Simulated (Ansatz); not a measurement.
## Li2Se: levels along high-symmetry lines

```
Se Li
1.0
     0.00000    3.00294    3.00294
     3.00294    0.00000    3.00294
     3.00294    3.00294    0.00000
Se Li
1 2
Direct
  0.00000 0.00000 0.00000
  0.25000 0.25000 0.25000
  0.75000 0.75000 0.75000
```

Atoms are numbered in the order listed.

The structure comes from a relaxation in the same program, started in the fluorite type, and has space group Fm-3m. Whether it is a known phase or the ground state wasn't checked.

The calculation used DFT, PBE, all-electron LAPW, scalar-relativistic in Ansatz 0.2.0.

Settings: a Γ-centred 13×13×13 k mesh, Fermi–Dirac smearing of 0.05 eV, basis error target 1 meV/atom, no spin polarisation.

Points in fractions of the reciprocal vectors of this cell: Γ (0, 0, 0), X (0.5, 0, 0.5), U (0.625, 0.25, 0.625), K (0.375, 0.375, 0.75), L (0.5, 0.5, 0.5), W (0.5, 0.25, 0.75). The path joins them by straight lines in the order Γ–X–U–K–Γ–L–W–X; legs that retrace an earlier one aren't tabulated. Energies are in eV from the top of the valence band.

Metal or insulator at this level of theory?

An insulator or semiconductor: gap 2.98 eV, indirect from Γ to X (0.5, 0, 0.5).

Tabulate bands 12 to 17, counted from the lowest band of the run, along the path.


| k (1/Å) | point | band 12 | band 13 | band 14 | band 15 | band 16 | band 17 |
| --- | --- | --- | --- | --- | --- | --- | --- |
| 0.00 | Γ | -11.39 | 0.00 | 0.00 | 0.00 | 3.38 | 5.63 |
| 0.26 |  | -11.33 | -0.56 | -0.28 | -0.28 | 4.03 | 5.70 |
| 0.52 |  | -11.17 | -1.44 | -0.83 | -0.83 | 4.23 | 5.89 |
| 0.78 |  | -10.99 | -2.06 | -1.27 | -1.27 | 3.38 | 6.09 |
| 1.05 | X | -10.92 | -2.27 | -1.43 | -1.43 | 2.98 | 6.16 |
| 1.14 |  | -10.92 | -2.26 | -1.50 | -1.41 | 3.08 | 6.23 |
| 1.23 |  | -10.92 | -2.22 | -1.66 | -1.36 | 3.35 | 6.43 |
| 1.32 |  | -10.92 | -2.15 | -1.87 | -1.28 | 3.71 | 6.78 |
| 1.42 | U | -10.92 | -2.08 | -2.06 | -1.17 | 4.11 | 7.24 |
| 1.58 |  | -10.93 | -2.22 | -1.88 | -1.22 | 4.58 | 7.04 |
| 1.74 |  | -10.93 | -2.26 | -1.74 | -1.35 | 5.21 | 6.15 |
| 1.90 |  | -10.93 | -2.22 | -1.88 | -1.22 | 4.58 | 7.04 |
| 2.06 | K | -10.92 | -2.08 | -2.06 | -1.17 | 4.11 | 7.24 |
| 2.33 |  | -10.99 | -2.37 | -1.62 | -0.72 | 5.16 | 6.53 |
| 2.61 |  | -11.15 | -1.90 | -0.99 | -0.29 | 5.10 | 6.15 |
| 2.89 |  | -11.32 | -0.81 | -0.32 | -0.06 | 4.07 | 5.90 |
| 3.17 | Γ | -11.39 | 0.00 | 0.00 | 0.00 | 3.38 | 5.63 |
| 3.39 |  | -11.34 | -0.65 | -0.09 | -0.09 | 3.87 | 5.86 |
| 3.62 |  | -11.22 | -1.75 | -0.29 | -0.29 | 4.52 | 6.17 |
| 3.85 |  | -11.09 | -2.59 | -0.46 | -0.46 | 4.94 | 6.07 |
| 4.07 | L | -11.03 | -2.90 | -0.52 | -0.52 | 5.10 | 5.97 |
| 4.26 |  | -11.01 | -2.82 | -0.78 | -0.63 | 5.36 | 5.74 |
| 4.44 |  | -10.97 | -2.60 | -1.30 | -0.93 | 5.41 | 5.76 |
| 4.63 |  | -10.93 | -2.26 | -1.74 | -1.35 | 5.21 | 6.15 |
| 4.81 | W | -10.91 | -1.90 | -1.90 | -1.75 | 5.15 | 6.38 |
| 4.94 |  | -10.91 | -2.05 | -1.73 | -1.71 | 4.54 | 7.15 |
| 5.07 |  | -10.92 | -2.17 | -1.60 | -1.58 | 3.74 | 6.67 |
| 5.20 |  | -10.92 | -2.25 | -1.48 | -1.47 | 3.18 | 6.29 |
| 5.34 | X | -10.92 | -2.27 | -1.43 | -1.43 | 2.98 | 6.16 |
